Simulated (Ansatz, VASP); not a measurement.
## GdO in VASP and in Ansatz

```xyz
2
Lattice="3.8164 0.0000 0.0000 -1.9082 3.3051 0.0000 1.9082 -1.1017 3.1161" Properties=species:S:1:pos:R:3 pbc="T T T"
Gd    0.0000    0.0000    0.0000
O     0.0000    2.2034    0.7790
```

Alike in both runs: task single point; functional PBE; k mesh 5 × 5 × 5; occupations gaussian, width 0.1 eV; collinear spin; Hubbard terms Gd f U = 6.0 eV.

|  | VASP | Ansatz |
| --- | --- | --- |
| version | VASP 6.6.1 | Ansatz 0.2.0 |
| potentials or method | VASP PAW PBE potentials, release 64 (Gd, O) | scalar-relativistic, plane waves, PAW |
| plane-wave cutoff (eV) | 520 | 420 |
| valence electrons in the cell | 24 | 24 |

Ansatz gave:

```
gap on the k mesh at the Fermi level (eV)                     : none
pressure (GPa)                                                : -0.1
net moment per atom (μB)                                      : 3.97
size of the moment on the site where the two differ most (μB) : 7.02
```

Task: Estimate VASP's values.

Result: gap on the k mesh at the Fermi level (eV): none; pressure (GPa): 0.0; net moment per atom (μB): 3.97; size of the moment on the site where the two differ most (μB): 7.07.

Site moments also hang on the region over which each program counts them. The programs project onto different local orbitals, so the same U acts differently. A gap of «none» marks a metal or a gap that the smearing closes. Ansatz warned: «filled_band_counts_differ_across_k_points».

Caveats: the k mesh is coarse (spacing up to 0.40 Å⁻¹), so the values aren't converged; spin-orbit coupling is left out, which moves the levels of the heavy elements; a cell with one magnetic atom can't hold antiferromagnetic order, which such compounds often take. The state reached can hang on the start; a lower one may exist.
